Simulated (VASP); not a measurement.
A run of VASP 6.6.1 is set up as follows.

INCAR

```
SYSTEM = B
PREC = Accurate
ENCUT = 520
EDIFF = 1E-6
ISMEAR = 0
SIGMA = 0.1
LREAL = .False.
LASPH = .True.
NELM = 100
ALGO = Fast
ISIF = 2
LWAVE = .False.
LCHARG = .True.
GGA = PE
LELF = .True.
LVHAR = .True.
NBANDS = 22
```

The input KPOINTS:

```
Automatic mesh
0
Gamma
  6 6 6
  0 0 0
```

The input POSCAR:

```
B
1.0
   -2.3434805000      2.3434805000      2.3434805000
    2.3434805000     -2.3434805000      2.3434805000
    2.3434805000      2.3434805000     -2.3434805000
B
8
Direct
    0.2060000000      0.2060000000      0.2060000000
    0.5000000000      0.0000000000      0.2940000000
    0.2940000000      0.5000000000      0.0000000000
    0.0000000000      0.2940000000      0.5000000000
    0.7940000000      0.7940000000      0.7940000000
    0.5000000000      0.0000000000      0.7060000000
    0.7060000000      0.5000000000      0.0000000000
    0.0000000000      0.7060000000      0.5000000000
```

Potentials or basis: VASP PAW PBE potentials, release 64 (B).

The run is started by

```bash
$ cat potpaw_PBE.64/B/POTCAR > POTCAR
$ mpirun -np 1 vasp_std > vasp.out
```

Problem. What does it give for the pressure?

Solution. 54.3 GPa.

Problem. Estimate the band gap on the k mesh.

Solution. None (metal or under the smearing width).

Forces in eV/Å, atoms in the order of the input:
```
B    0.592  0.592  0.592
B   -0.592 -0.592  0.592
B    0.592 -0.592 -0.592
B   -0.592  0.592 -0.592
B   -0.592 -0.592 -0.592
B    0.592  0.592 -0.592
B   -0.592  0.592  0.592
B    0.592 -0.592  0.592
```

Caveat: a pressure of tens of GPa on the cell as given is suspect, and the run, the potentials or the cell itself is likely at fault; forces of over 1 eV/Å show positions far from the minimum, so gaps and moduli don't describe the material at rest.
